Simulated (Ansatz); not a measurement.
# C: the cost of one run

Method: DFT PBEsol, scalar-relativistic, plane waves, PAW, in Ansatz 0.2.0.

A COD entry behind a cell of this session may itself be a prediction, so a difference from it is no test against experiment.

## 1. The structure to begin with

Symmetry: P6_3/mmc, No. 194, hexagonal system. The conventional cell has a = 2.522 Å, b = 2.522 Å, c = 4.119 Å, α = 90.00°, β = 90.00°, γ = 120.00°. C (site symmetry 3m) is surrounded by 4 C at 1.54 Å.

As a file:

```
CELL_PARAMETERS angstrom
2.52210 0.00000 0.00000
-1.26105 2.18420 0.00000
0.00000 0.00000 4.11860
ATOMIC_POSITIONS crystal
C 0.33333 0.66667 0.06250
C 0.66667 0.33333 0.56250
C 0.33333 0.66667 0.43750
C 0.66667 0.33333 0.93750
```

Source of the structure: the Crystallography Open Database.

## 5. Setting up the map

Gamma surface: rigid slide across a plane, one fault a cell; the plane is (0 0 1) of the conventional cell.

First coordinate, slide along a1: 12 values from 0.000 to 0.917, periodic. Second coordinate, slide along a2: 12 values from 0.000 to 0.917, periodic.

Nothing else is relaxed (rigid halves, spacing across the cut fixed). Energies count from the perfect crystal.

The two vectors of the plane (Å): (-2.499, 0.000, 0.000); (-1.249, -2.164, 0.000).

(The set-up runs are not shown.)

## 6. Point (2/12, 2/12) of the map's two axes

input.yaml

```yaml
crystal:
  lattice:
    - [-2.4987654889, 0.0, 0.0]
    - [-1.2493827445, -2.1639943915, 0.0]
    - [-0.6246913722, -0.3606657319, 12.4818111268]
  atoms:
    - { symbol: C, position: [0.1770611693, 0.1770611693, 0.9376329843] }
    - { symbol: C, position: [0.2881722804, 0.2881722804, 0.2709663177] }
    - { symbol: C, position: [0.2326167248, 0.2326167248, 0.604299651] }
    - { symbol: C, position: [0.6492833915, 0.6492833915, 0.104299651] }
    - { symbol: C, position: [0.5937278359, 0.5937278359, 0.4376329843] }
    - { symbol: C, position: [0.5381722804, 0.5381722804, 0.7709663177] }
    - { symbol: C, position: [0.3229277196, 0.3229277196, 0.0624336823] }
    - { symbol: C, position: [0.2673721641, 0.2673721641, 0.3957670157] }
    - { symbol: C, position: [0.2118166085, 0.2118166085, 0.729100349] }
    - { symbol: C, position: [0.6284832752, 0.6284832752, 0.229100349] }
    - { symbol: C, position: [0.5729277196, 0.5729277196, 0.5624336823] }
    - { symbol: C, position: [0.5173721641, 0.5173721641, 0.8957670157] }
basis:
  ecutwfc: 520.0
kpoints:
  mp_grid: { grid: [10, 10, 2] }
hamiltonian:
  xc: pbesol
  pseudopotentials: { kind: paw, azcp: { folder: soft_1 } }
scf:
  occupations: { method: gaussian, width: 0.05 }
output:
  forces: true
  stress: true
  eigenvalues: true
```

Run with:

```
$ ansatz run input.yaml --threads 2 --pin off --max-ram 4096MiB --backend cpu --events-out ev --progress --plain --runs-dir out
```

**Question.** How long does this run take on 2 threads of Arm Neoverse N1, shared host, and how much memory does it need?

About 18 s, with a peak of 0.4 GiB.
